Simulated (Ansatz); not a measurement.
## TiPt3 and the effect of the functional

```xyz
4
Lattice="3.8970 0.0000 0.0000 0.0000 3.8970 0.0000 0.0000 0.0000 3.8970" Properties=species:S:1:pos:R:3 pbc="T T T"
Pt    1.9485    1.9485    0.0000
Pt    1.9485    0.0000    1.9485
Pt    0.0000    1.9485    1.9485
Ti    0.0000    0.0000    0.0000
```

Kept alike: task band structure; k mesh 7 × 7 × 7; occupations fermi-dirac, width 0.05 eV; no spin polarisation. Program: Ansatz, all-electron LAPW, scalar-relativistic. The mesh is that of the run's cell of 4 atoms. No spin-orbit coupling.

| run | pressure (GPa) |
| --- | --- |
| A | 10.09 |
| B | 0.47 |
| C | -5.01 |

Pressure is positive in compression. For a metal such a mesh leaves the last digits unconverged.

Problem. The runs differ in the functional alone: LDA; PBE; PBEsol. Which run is which?

Solution. Run A is PBE; run B is PBEsol; run C is LDA. The pressure runs from -5.01 (LDA) to 10.09 GPa (PBE). From PBE: LDA -15.10; PBEsol -9.62. A positive pressure means that the functional's own cell is larger than the one given, a negative one that it is smaller.
